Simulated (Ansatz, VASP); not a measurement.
**Mg in VASP and in Ansatz**

```
Mg
1.0
     3.27224    0.00000    0.00000
    -1.63612    2.83385    0.00000
     0.00000    0.00000    5.31249
Mg
2
Cartesian
  1.6361 0.9446 3.9844
  0.0000 1.8892 1.3281
```

Alike in both runs: task single point; functional r2SCAN; k mesh 10 × 10 × 5; occupations fermi-dirac, width 0.05 eV; no spin polarisation.

|  | VASP | Ansatz |
| --- | --- | --- |
| version | VASP 6.6.1 | Ansatz 0.2.0 |
| potentials or method | VASP PAW PBE potentials, release 64 (Mg) | Ansatz PAW |
| plane-wave cutoff (eV) | 520 | 500 |
| valence electrons in the cell | 4 | 20 |

Ansatz gave:

```
gap on the k mesh at the Fermi level (eV)       : none
pressure (GPa)                                  : -2.9
largest component of the traceless stress (GPa) : 0.60
```

**Question.** What did VASP give for the same quantities?

**Answer.** gap on the k mesh at the Fermi level (eV): none; pressure (GPa): -3.1; largest component of the traceless stress (GPa): 0.60.

A gap of «none» marks a metal or a gap that the smearing closes. The functional is the same, so the differences come from potentials, cutoffs and numerics. The two sets of potentials don't hold the same shells in valence.

Caveats: the PAW data sets were made with another functional, which shifts forces and pressure a little (VASP); the PAW data sets come from PBE, with cores solved anew for the run's functional, which leaves a small shift of forces and pressure (Ansatz).
